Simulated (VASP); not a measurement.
**A VASP 6.6.1 single-point calculation on GaAs**

INCAR

```
ADDGRID = .TRUE.
LCHARG = .FALSE.
LASPH = .TRUE.
ISIF = 2
IBRION = -1
LREAL = .FALSE.
METAGGA = MS2
PREC = Accurate
SIGMA = 0.02
NELM = 71
ISMEAR = -1
ENCUT = 520
NSW = 0
NBANDS = 16
EDIFF = 1E-7
LWAVE = .FALSE.
```

KPOINTS

```
KPOINTS created by Atomic Simulation Environment
0
Gamma
8 8 8
0 0 0
```

POSCAR

```
Ga As
 1.0000000000000000
     0.0000000000000000    2.8614159464000002    2.8090795022999999
     2.8614159464000002    0.0000000000000000    2.8090795022999999
     2.8614159464000002    2.8614159464000002    0.0000000000000000
 Ga  As
   1   1
Cartesian
  0.0000000000000000  0.0000000000000000  0.0000000000000000
  1.4307079732000001  1.4307079732000001  1.4045397511500000
```

The recommended PBE PAW datasets give the neutral cell 18 valence electrons.

Command

```
mpirun -np 1 vasp_std
```

OSZICAR

```
N       E                     dE             d eps       ncg     rms          rms(c)
DAV:   1     0.632293536194E+02    0.63229E+02   -0.81419E+03  1936   0.139E+03
DAV:   2    -0.136431268324E+02   -0.76872E+02   -0.73152E+02  2072   0.273E+02
DAV:   3    -0.188661715234E+02   -0.52230E+01   -0.52029E+01  2424   0.578E+01
DAV:   4    -0.189294361886E+02   -0.63265E-01   -0.63258E-01  2208   0.713E+00
DAV:   5    -0.189301794670E+02   -0.74328E-03   -0.74327E-03  2488   0.744E-01    0.379E+00
DAV:   6    -0.106819258155E+02    0.82483E+01   -0.46017E+00  2344   0.363E+01    0.154E+00
DAV:   7    -0.106597795596E+02    0.22146E-01   -0.23857E-01  2376   0.704E+00    0.113E+00
DAV:   8    -0.107039923886E+02   -0.44213E-01   -0.11183E-01  2016   0.402E+00    0.322E-01
DAV:   9    -0.107073838919E+02   -0.33915E-02   -0.19132E-02  2368   0.194E+00    0.103E-01
DAV:  10    -0.107081781080E+02   -0.79422E-03   -0.27209E-03  2304   0.615E-01    0.476E-02
DAV:  11    -0.107077039180E+02    0.47419E-03   -0.30755E-04  2608   0.338E-01    0.171E-02
DAV:  12    -0.107076778341E+02    0.26084E-04   -0.47432E-05  2296   0.688E-02    0.127E-02
DAV:  13    -0.107075450124E+02    0.13282E-03   -0.45275E-06  2520   0.329E-02    0.226E-03
DAV:  14    -0.107075507270E+02   -0.57147E-05   -0.50833E-07  2304   0.110E-02    0.879E-04
DAV:  15    -0.107075539261E+02   -0.31991E-05   -0.67788E-08  1616   0.285E-03    0.373E-04
DAV:  16    -0.107075537025E+02    0.22364E-06   -0.14688E-08  1216   0.205E-03    0.324E-04
DAV:  17    -0.107075528842E+02    0.81824E-06   -0.52441E-09  1160   0.846E-04    0.307E-04
DAV:  18    -0.107075534053E+02   -0.52107E-06   -0.16585E-09  1128   0.699E-04    0.302E-04
DAV:  19    -0.107075533440E+02    0.61322E-07   -0.35436E-10  1072   0.205E-04
   1 F= -.10707553E+02 E0= -.10707553E+02  d E =-.461011E-10
```

From OUTCAR

```
k-points           NKPTS =     59   k-points in BZ     NKDIM =     59   number of bands    NBANDS=     16

   NELECT =      18.0000    total number of electrons

   dimension x,y,z NGX =    30 NGY =   30 NGZ =   30
   dimension x,y,z NGXF=    60 NGYF=   60 NGZF=   60

  energy-cutoff  :      520.00
  volume of cell :       46.00
      direct lattice vectors                 reciprocal lattice vectors
     0.000000000  2.861415946  2.809079502    -0.174738664  0.174738664  0.177994250
     2.861415946  0.000000000  2.809079502     0.174738664 -0.174738664  0.177994250
     2.861415946  2.861415946  0.000000000     0.174738664  0.174738664 -0.177994250

 k-points in reciprocal lattice and weights: KPOINTS created by Atomic Simulation Env
   0.00000000  0.00000000  0.00000000       0.002
   0.12500000  0.00000000  0.00000000       0.016
   0.25000000  0.00000000  0.00000000       0.016
   0.37500000  0.00000000  0.00000000       0.016
   0.50000000  0.00000000  0.00000000       0.008
   0.12500000  0.12500000  0.00000000       0.004
   0.25000000  0.12500000  0.00000000       0.016
   0.37500000  0.12500000  0.00000000       0.016
   ...

 E-fermi :   3.9529

 k-point     1 :       0.0000    0.0000    0.0000
  band No.  band energies     occupation
      1     -11.1611      2.00000
      2     -11.1611      2.00000
      3     -11.1554      2.00000
      4     -11.0845      2.00000
      5     -11.0765      2.00000
      6      -9.1870      2.00000
      7       3.4958      2.00000
      8       3.4958      2.00000
      9       3.6010      2.00000
     10       4.3255      0.00000
     11       7.4798      0.00000
     12       7.5342      0.00000
     13       7.5344      0.00000
     14      11.1232      0.00000
     15      13.7304      0.00000
     16      14.0735      0.00000

 k-point     2 :       0.1250    0.0000    0.0000
  band No.  band energies     occupation
      1     -11.1747      2.00000
      2     -11.1575      2.00000
      3     -11.1536      2.00000
      4     -11.0847      2.00000
      5     -11.0765      2.00000
      6      -9.0029      2.00000
      7       1.6524      2.00000
      8       3.2628      2.00000
      9       3.3480      2.00000
     10       5.3686      0.00000
     11       7.8010      0.00000
     12       7.8721      0.00000
     13       7.9287      0.00000
     14      12.0982      0.00000
     15      12.8834      0.00000
     16      13.1181      0.00000

 k-point     3 :       0.2500    0.0000    0.0000
  band No.  band energies     occupation
      1     -11.2074      2.00000
      2     -11.1498      2.00000
      3     -11.1463      2.00000
      4     -11.0844      2.00000
      5     -11.0757      2.00000
      6      -8.4909      2.00000
      7      -0.5248      2.00000
      8       2.8183      2.00000
      9       2.9319      2.00000
     10       5.2347      0.00000
     11       8.3578      0.00000
     12       8.3908      0.00000
     13       9.6067      0.00000
     14      12.5106      0.00000
     15      12.7079      0.00000
     16      12.8392      0.00000

 ...

  Total       -0.3673596     -0.3673596     -0.1462956      0.0000000      0.0000000     -0.0000000
  in kB      -12.7951683    -12.7951683     -5.0954891      0.0000000      0.0000000     -0.0000000
  external PRESSURE =     -10.2286086 kB  Pullay stress =       0.0000000 kB

 POSITION                                       TOTAL-FORCE (eV/Angst)
 -----------------------------------------------------------------------------------
      0.00000      0.00000      0.00000        -0.000000     -0.000000      0.000000
      1.43071      1.43071      1.40454         0.000000      0.000000     -0.000000
 -----------------------------------------------------------------------------------
    total drift:                                0.000014      0.000014      0.000116

  FREE ENERGIE OF THE ION-ELECTRON SYSTEM (eV)
  ---------------------------------------------------
  free  energy   TOTEN  =       -10.7075533440 eV

  energy  without entropy=      -10.7075533439  energy(sigma->0) =      -10.70755334
```

It converged. Results: gap between bands v and c on the k mesh 0.72 eV; least direct gap on the k mesh 0.72 eV; pressure -1.0 GPa. Band v is the last that the valence electrons fill when counted band by band, and c is the next.

For comparison, a separate PBE run of the intended cell, on usual settings and not on those above, gives a gap of 0.32 eV on its mesh and a pressure of 2.1 GPa.

The run above took about 3.4 min on one core of a shared host (Intel Xeon Platinum 8488C) and held 0.27 GiB at most.
